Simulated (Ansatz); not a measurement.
# The perfect armchair BP nanoribbon (N = 5, H edges)

Wanted: the relaxed geometry and the bands of the armchair BP nanoribbon (N = 5, H edges).

Main program and level: Ansatz 0.2.0; DFT PBE, plane waves, PAW; relaxation of a wire's period, in the first sound run; inputs show where later runs differ.

Most raw output is cut from this account.

### 1. Set-up

The cell holds 14 atoms: 5 B, 5 P and 4 H. Cell: a = 15.833 Å, b = 7.000 Å, c = 5.580 Å, α = 90.0°, β = 90.0°, γ = 90.0°. Vacuum lies along a and b. The structure's axis is c.

### 2. Relaxing the period

Band widths follow the bond lengths, so the wire is relaxed first. The atoms and the third cell vector are free; the box across stays fixed as vacuum. A Fermi-Dirac smearing is set since the result may be a metal. The pressure printed is a third of the stress's trace over the whole box, vacuum included; only the stress along the axis is relaxed.

File input.yaml:

```yaml
crystal:
  lattice:
    - [15.833, 0.0, 0.0]
    - [0.0, 7.0, 0.0]
    - [0.0, 0.0, 5.58]
  atoms:
    - { symbol: B, position: [0.296539826, 0.5, 0.0] }
    - { symbol: B, position: [0.500014499, 0.5, 0.0] }
    - { symbol: B, position: [0.703489172, 0.5, 0.0] }
    - { symbol: P, position: [0.296539826, 0.5, 0.333333333] }
    - { symbol: P, position: [0.500014499, 0.5, 0.333333333] }
    - { symbol: P, position: [0.703489172, 0.5, 0.333333333] }
    - { symbol: H, position: [0.221057285, 0.5, 0.456989247] }
    - { symbol: H, position: [0.778971712, 0.5, 0.456989247] }
    - { symbol: B, position: [0.398277162, 0.5, 0.5] }
    - { symbol: B, position: [0.601751835, 0.5, 0.5] }
    - { symbol: P, position: [0.398277162, 0.5, 0.833333333] }
    - { symbol: P, position: [0.601751835, 0.5, 0.833333333] }
    - { symbol: H, position: [0.233637709, 0.5, 0.896953405] }
    - { symbol: H, position: [0.766391289, 0.5, 0.896953405] }
kpoints:
  mp_grid: { grid: [1, 1, 15] }
scf:
  occupations: { method: fermi_dirac, width: 0.05 }
hamiltonian:
  xc: pbe
relax:
  cell: { fix: [a, b, alpha, beta, gamma] }
  max_steps: 45
  f_tol: 0.03
```

Run with:

```sh
> ansatz run input.yaml --threads 4 --pin off --max-ram 16384MiB --backend cpu --events-out ev --progress --plain --runs-dir out
```

Elapsed: 19 s, on 4 threads of Arm Neoverse V1, shared host; peak memory 0.89 GiB; 73 s of CPU time.

The steps of the relaxation:

| step | energy less that of the first step (eV) | largest force component (eV/Å) | pressure (GPa) | volume (Å³) |
| --- | --- | --- | --- | --- |
| 1 | 0.0000 | 1.3581 | 0.05 | 618.44 |
| 2 | -0.1623 | 0.5181 | 0.01 | 621.05 |
| 3 | -0.1835 | 0.0487 | 0.08 | 620.32 |
| 4 | -0.1837 | 0.0029 | 0.09 | 620.27 |
| 5* | -0.1841 | 0.0029 | 0.09 | 620.27 |

Relaxation steps marked * repeat the geometry before them on a plane-wave basis chosen anew for their cell, so energy and pressure can jump there.

Forces are held to the 4 operations that the run works with; a distortion that breaks them can't arise in this run.

```
cell as run  before  after  change
      c (Å)   5.580  5.597  +0.3 %
```

The atoms that moved most (Å, along periodic axes as changes of fractional coordinates times the final cell, across vacuum about the mean position):

```csv
atom,dx,dy,dz,length
P6,-0.075,0.000,-0.045,0.088
P4,0.075,0.000,-0.045,0.088
H7,0.052,0.000,-0.027,0.059
H8,-0.052,0.000,-0.027,0.059
H13,-0.050,0.000,0.014,0.052
H14,0.050,0.000,0.014,0.052
B9,0.010,0.000,0.023,0.025
B10,-0.010,0.000,0.023,0.025
```

This step gave:

* cell length along the wire: 5.597 Å

The cell's length comes to 5.597 Å with spin left out.

### 3. The perfect wire

This step: DFT PBE, plane waves, PAW; bands of a perfect wire (Ansatz 0.2.0).

At the relaxed period the bands are computed along the axis; those that cross an energy going forward count the channels that a perfect wire would open there.

File input.yaml:

```yaml
crystal:
  lattice:
    - [15.833, 0.0, 0.0]
    - [0.0, 7.0, 0.0]
    - [0.0, 0.0, 5.5965128934]
  atoms:
    - { symbol: B, position: [0.296889766, 0.5, 0.000946273] }
    - { symbol: B, position: [0.500014499, 0.5, 0.001989959] }
    - { symbol: B, position: [0.703139231, 0.5, 0.000946273] }
    - { symbol: P, position: [0.3012834, 0.5, 0.325225266] }
    - { symbol: P, position: [0.500014499, 0.5, 0.334960637] }
    - { symbol: P, position: [0.698745597, 0.5, 0.325225266] }
    - { symbol: H, position: [0.224366003, 0.5, 0.452128669] }
    - { symbol: H, position: [0.775662994, 0.5, 0.452128669] }
    - { symbol: B, position: [0.398906458, 0.5, 0.504086117] }
    - { symbol: B, position: [0.60112254, 0.5, 0.504086117] }
    - { symbol: P, position: [0.39823225, 0.5, 0.837039832] }
    - { symbol: P, position: [0.601796747, 0.5, 0.837039832] }
    - { symbol: H, position: [0.230475314, 0.5, 0.899374529] }
    - { symbol: H, position: [0.769553683, 0.5, 0.899374529] }
kpoints:
  mp_grid: { grid: [1, 1, 15] }
  band_path: { path: ["Γ", Z], npoints: 90 }
scf:
  occupations: { method: fermi_dirac, width: 0.05 }
hamiltonian:
  xc: pbe
output:
  dos: { e_range: [-5, 4] }
  write_potential: true
  write_density: true
  volumetric_format: npy
```

Wall time 35 s (4 threads); peak memory 1.5 GiB.

Numbers from this step:

| Property | Result |
| --- | --- |
| band gap | 1.064 eV |

The electronic bands at the labelled points (eV, zero at the Fermi level):

```csv
point,band 19,band 20,band 21,band 22,band 23,band 24,band 25,band 26
Γ,-2.70,-1.78,-1.16,-0.53,0.53,0.90,2.04,2.76
halfway,-3.02,-2.10,-1.68,-1.33,1.29,1.65,2.13,2.83
Z,-3.16,-2.47,-2.21,-1.59,1.33,2.14,2.70,2.75
```

The gap is 1.06 eV, with spin left out.

The path shows a direct gap of 1.06 eV (valence top at Γ, conduction bottom at Γ).

### 4. At a strained period, period over the relaxed period 0.96, k-mesh 1×1×12

This step: DFT PBE, plane waves, PAW; relaxation at a fixed period (Ansatz 0.2.0).

The period is set to 0.96 times the relaxed one and the atoms relax within it: strain changes bond lengths and angles, which shifts the bands against each other. Against the first PBE run of this kind, the mesh along the wire has 12 points against 15.

The cell differs from the one that the last finished run ended in (c 5.597 → 5.373 Å).

Changes to input.yaml since step 3:

```diff
@@ -4,3 +4,3 @@
     - [0.0, 7.0, 0.0]
-    - [0.0, 0.0, 5.5965128934]
+    - [0.0, 0.0, 5.3726523777]
   atoms:
@@ -21,3 +21,3 @@
 kpoints:
-  mp_grid: { grid: [1, 1, 15] }
+  mp_grid: { grid: [1, 1, 12] }
   band_path: { path: ["Γ", Z], npoints: 90 }
@@ -27,6 +27,6 @@
   xc: pbe
+relax:
+  max_steps: 40
+  f_tol: 0.02
 output:
-  dos: { e_range: [-5, 4] }
-  write_potential: true
-  write_density: true
-  volumetric_format: npy
+  stress: true
```

It took 40 s on 4 threads; peak memory 1.5 GiB; 2.6 min of CPU time.

Relaxation path:

| step | energy less that of the first step (eV) | largest force component (eV/Å) |
| --- | --- | --- |
| 1 | 0.0000 | 1.0244 |
| 2 | -0.1151 | 0.5091 |
| 3 | -0.1529 | 0.0498 |
| 4 | -0.1532 | 0.0103 |

The run keeps the 4 symmetry operations that it works with, so distortions that break them were not tested.

The atoms that moved most (Å):

```
atom      dx     dy      dz  length
  H8   0.023  0.000   0.103   0.106
  H7  -0.023  0.000   0.103   0.106
 H14   0.030  0.000  -0.097   0.102
 H13  -0.030  0.000  -0.097   0.102
  B3   0.059  0.000  -0.028   0.065
  B1  -0.059  0.000  -0.028   0.065
  P6   0.057  0.000   0.022   0.061
  P4  -0.057  0.000   0.022   0.061
```

Final coordinates:

```xyz
14
Lattice="15.8330 0.0000 0.0000 0.0000 7.0000 0.0000 0.0000 0.0000 5.3727" Properties=species:S:1:pos:R:3
B     4.6418    3.5000   -0.0230
B     7.9167    3.5000   -0.0029
B    11.1916    3.5000   -0.0230
P     4.7128    3.5000    1.7688
P     7.9167    3.5000    1.8152
P    11.1207    3.5000    1.7688
H     3.5295    3.5000    2.5325
H    12.3040    3.5000    2.5325
B     6.2956    3.5000    2.6916
B     9.5379    3.5000    2.6916
P     6.2853    3.5000    4.5133
P     9.5482    3.5000    4.5133
H     3.6190    3.5000    4.7347
H    12.2145    3.5000    4.7347
```

This step gave:

```
band gap : 1.102 eV
```

Electronic bands along the path, in eV, zero at the Fermi level:

```
  point  band 19  band 20  band 21  band 22  band 23  band 24  band 25  band 26
      Γ    -2.55    -1.95    -1.01    -0.55     0.55     0.94     2.09     2.47
halfway    -3.00    -2.07    -1.83    -1.37     1.23     1.60     2.26     2.63
      Z    -3.25    -2.56    -2.32    -1.72     1.20     2.07     2.58     2.87
```

The gap is 1.10 eV, against 1.06 eV under PBE at the relaxed period.

### 5. At a strained period, period over the relaxed period 0.98, k-mesh 1×1×11

The period is set to 0.98 times the relaxed one and the atoms relax within it: strain changes bond lengths and angles, which shifts the bands against each other. Against the first PBE run of this kind, the mesh along the wire has 11 points against 15.

The cell differs from the one that the last finished run ended in (c 5.373 → 5.485 Å).

Changes to input.yaml since step 4:

```diff
@@ -4,3 +4,3 @@
     - [0.0, 7.0, 0.0]
-    - [0.0, 0.0, 5.3726523777]
+    - [0.0, 0.0, 5.4845826355]
   atoms:
@@ -21,3 +21,3 @@
 kpoints:
-  mp_grid: { grid: [1, 1, 12] }
+  mp_grid: { grid: [1, 1, 11] }
   band_path: { path: ["Γ", Z], npoints: 90 }
```

Elapsed: 40 s, on 4 threads; peak memory 1.5 GiB; 2.6 min of CPU time.

Step by step:

```
step  energy less that of the first step (eV)  largest force component (eV/Å)
   1                                   0.0000                          0.4437
   2                                  -0.0269                          0.2232
   3                                  -0.0351                          0.0197
   4                                  -0.0351                          0.0200
```

Forces are held to the 4 operations that the run works with; a distortion that breaks them can't arise in this run.

The atoms that moved most (Å):

```
atom      dx     dy      dz  length
  H8   0.011  0.000   0.053   0.054
  H7  -0.011  0.000   0.053   0.054
 H14   0.014  0.000  -0.050   0.052
 H13  -0.014  0.000  -0.050   0.052
  B3   0.028  0.000  -0.014   0.032
  B1  -0.028  0.000  -0.014   0.032
  P6   0.028  0.000   0.011   0.030
  P4  -0.028  0.000   0.011   0.030
```

The relaxed structure:

```xyz
14
Lattice="15.8330 0.0000 0.0000 0.0000 7.0000 0.0000 0.0000 0.0000 5.4846" Properties=species:S:1:pos:R:3
B     4.6725    3.5000   -0.0091
B     7.9167    3.5000    0.0051
B    11.1610    3.5000   -0.0091
P     4.7425    3.5000    1.7944
P     7.9167    3.5000    1.8443
P    11.0910    3.5000    1.7944
H     3.5418    3.5000    2.5330
H    12.2916    3.5000    2.5330
B     6.3068    3.5000    2.7570
B     9.5266    3.5000    2.7570
P     6.2965    3.5000    4.5984
P     9.5370    3.5000    4.5984
H     3.6347    3.5000    4.8826
H    12.1988    3.5000    4.8826
```

Electronic bands along the path, in eV, zero at the Fermi level:

| point | band 19 | band 20 | band 21 | band 22 | band 23 | band 24 | band 25 | band 26 |
| --- | --- | --- | --- | --- | --- | --- | --- | --- |
| Γ | -2.63 | -1.86 | -1.09 | -0.54 | 0.54 | 0.92 | 2.07 | 2.63 |
| halfway | -3.09 | -2.09 | -1.75 | -1.35 | 1.26 | 1.63 | 2.20 | 2.75 |
| Z | -3.20 | -2.51 | -2.27 | -1.65 | 1.27 | 2.11 | 2.65 | 2.85 |

The gap is 1.08 eV, against 1.06 eV under PBE at the relaxed period.

### 6. Strain along the wire, period over the relaxed period 1.02, k-mesh 1×1×11

The period is set to 1.02 times the relaxed one and the atoms relax within it: strain changes bond lengths and angles, which shifts the bands against each other. Against the first PBE run of this kind, the mesh along the wire has 11 points against 15.

The cell differs from the one that the last finished run ended in (c 5.485 → 5.708 Å).

Changes to input.yaml since step 5:

```diff
@@ -4,3 +4,3 @@
     - [0.0, 7.0, 0.0]
-    - [0.0, 0.0, 5.4845826355]
+    - [0.0, 0.0, 5.7084431513]
   atoms:
```

The job ended after 39 s (4 threads; peak memory 1.5 GiB; 2.6 min of CPU time).

Relaxation path:

```csv
step,energy less that of the first step (eV),largest force component (eV/Å)
1,0.0000,0.3248
2,-0.0234,0.1645
3,-0.0296,0.0093
4,-0.0296,0.0092
```

Forces are held to the 4 operations that the run works with; a distortion that breaks them can't arise in this run.

The atoms that moved most (Å):

```csv
atom,dx,dy,dz,length
H7,0.009,0.000,-0.055,0.056
H8,-0.009,0.000,-0.055,0.056
H13,0.012,0.000,0.053,0.054
H14,-0.012,0.000,0.053,0.054
B1,0.027,0.000,0.014,0.031
B3,-0.027,0.000,0.014,0.031
P4,0.026,0.000,-0.011,0.028
P6,-0.026,0.000,-0.011,0.028
```

The relaxed structure:

```xyz
14
Lattice="15.8330 0.0000 0.0000 0.0000 7.0000 0.0000 0.0000 0.0000 5.7084" Properties=species:S:1:pos:R:3
B     4.7277    3.5000    0.0199
B     7.9167    3.5000    0.0155
B    11.1058    3.5000    0.0199
P     4.7963    3.5000    1.8454
P     7.9167    3.5000    1.9062
P    11.0371    3.5000    1.8454
H     3.5613    3.5000    2.5260
H    12.2722    3.5000    2.5260
B     6.3233    3.5000    2.8838
B     9.5102    3.5000    2.8838
P     6.3125    3.5000    4.7714
P     9.5209    3.5000    4.7714
H     3.6613    3.5000    5.1870
H    12.1721    3.5000    5.1870
```

Electronic bands along the path, in eV, zero at the Fermi level:

```
  point  band 19  band 20  band 21  band 22  band 23  band 24  band 25  band 26
      Γ    -2.74    -1.69    -1.23    -0.53     0.53     0.88     2.02     2.87
halfway    -2.95    -2.11    -1.60    -1.32     1.31     1.67     2.07     2.86
      Z    -3.11    -2.44    -2.15    -1.53     1.39     2.17     2.61     2.67
```

The gap is 1.06 eV, against 1.06 eV under PBE at the relaxed period.

### 7. At a strained period, period over the relaxed period 1.04, k-mesh 1×1×11

The period is set to 1.04 times the relaxed one and the atoms relax within it: strain changes bond lengths and angles, which shifts the bands against each other. Against the first PBE run of this kind, the mesh along the wire has 11 points against 15.

The cell differs from the one that the last finished run ended in (c 5.708 → 5.820 Å).

Changes to input.yaml since step 6:

```diff
@@ -4,3 +4,3 @@
     - [0.0, 7.0, 0.0]
-    - [0.0, 0.0, 5.7084431513]
+    - [0.0, 0.0, 5.8203734091]
   atoms:
```

It took 41 s on 4 threads; peak memory 1.6 GiB.

The steps of the relaxation:

| step | energy less that of the first step (eV) | largest force component (eV/Å) |
| --- | --- | --- |
| 1 | 0.0000 | 0.5523 |
| 2 | -0.0876 | 0.2819 |
| 3 | -0.1082 | 0.0292 |
| 4 | -0.1083 | 0.0045 |

Forces are held to the 4 operations that the run works with; a distortion that breaks them can't arise in this run.

The atoms that moved most (Å):

| atom | dx | dy | dz | length |
| --- | --- | --- | --- | --- |
| H7 | 0.019 | 0.000 | -0.110 | 0.111 |
| H8 | -0.019 | 0.000 | -0.110 | 0.111 |
| H13 | 0.026 | 0.000 | 0.106 | 0.109 |
| H14 | -0.026 | 0.000 | 0.106 | 0.109 |
| B1 | 0.055 | 0.000 | 0.028 | 0.062 |
| B3 | -0.055 | 0.000 | 0.028 | 0.062 |
| P4 | 0.053 | 0.000 | -0.022 | 0.057 |
| P6 | -0.053 | 0.000 | -0.022 | 0.057 |

The relaxed structure:

```xyz
14
Lattice="15.8330 0.0000 0.0000 0.0000 7.0000 0.0000 0.0000 0.0000 5.8204" Properties=species:S:1:pos:R:3
B     4.7557    3.5000    0.0339
B     7.9167    3.5000    0.0186
B    11.0778    3.5000    0.0339
P     4.8233    3.5000    1.8708
P     7.9167    3.5000    1.9389
P    11.0102    3.5000    1.8708
H     3.5717    3.5000    2.5218
H    12.2617    3.5000    2.5218
B     6.3311    3.5000    2.9459
B     9.5024    3.5000    2.9459
P     6.3206    3.5000    4.8590
P     9.5128    3.5000    4.8590
H     3.6747    3.5000    5.3409
H    12.1588    3.5000    5.3409
```

Electronic bands along the path, in eV, zero at the Fermi level:

```
  point  band 19  band 20  band 21  band 22  band 23  band 24  band 25  band 26
      Γ    -2.67    -1.62    -1.29    -0.54     0.54     0.87     2.00     2.96
halfway    -2.88    -2.12    -1.53    -1.30     1.32     1.68     2.01     2.76
      Z    -3.07    -2.40    -2.09    -1.46     1.44     2.18     2.45     2.52
```

The gap is 1.07 eV, against 1.06 eV under PBE at the relaxed period.

### 8. At a strained period, period over the relaxed period 1.06, k-mesh 1×1×11

The period is set to 1.06 times the relaxed one and the atoms relax within it: strain changes bond lengths and angles, which shifts the bands against each other. Against the first PBE run of this kind, the mesh along the wire has 11 points against 15.

The cell differs from the one that the last finished run ended in (c 5.820 → 5.932 Å).

Changes to input.yaml since step 7:

```diff
@@ -4,3 +4,3 @@
     - [0.0, 7.0, 0.0]
-    - [0.0, 0.0, 5.8203734091]
+    - [0.0, 0.0, 5.932303667]
   atoms:
```

It took 41 s on 4 threads; peak memory 1.6 GiB; 2.7 min of CPU time.

The gap is 1.09 eV, against 1.06 eV under PBE at the relaxed period.

### 9. Comparing the runs

Times are for 4 threads of Arm Neoverse V1, shared host. The series side by side:

| no. | period over the relaxed period | k-mesh | pressure (GPa) | band gap (eV) | time | memory (GiB) |
| --- | --- | --- | --- | --- | --- | --- |
| 1 | 0.96 | 1×1×12 | 1.137 | 1.102 | 40 s | 1.5 |
| 2 | 0.98 | 1×1×11 | 0.5973 | 1.076 | 40 s | 1.5 |
| 3 | 1.02 | 1×1×11 | -0.3790 | 1.063 | 39 s | 1.5 |
| 4 | 1.04 | 1×1×11 | -0.8033 | 1.072 | 41 s | 1.6 |
| 5 | 1.06 | 1×1×11 | -1.203 | 1.088 | 41 s | 1.6 |

### 10. Outcome

```
cell length, PBE           : 5.597 Å
gap, PBE                   : 1.06 eV
gap, period scaled by 0.96 : 1.10 eV
gap, period scaled by 0.98 : 1.08 eV
gap, period scaled by 1.02 : 1.06 eV
gap, period scaled by 1.04 : 1.07 eV
gap, period scaled by 1.06 : 1.09 eV
```

**Reading.** Under PBE the cell's length is 5.60 Å, and a gap of 1.06 eV makes it a semiconductor.

[Logs are printed without paths, hosts, clocks, repeated set-up lines and the standing remarks that a program may print on its own settings, such as how far it seeks lower states.]

[Hosts, paths, dates, database ids (printed as entryN), source tags and the programs' standing remarks are cut or masked in the printed files.]
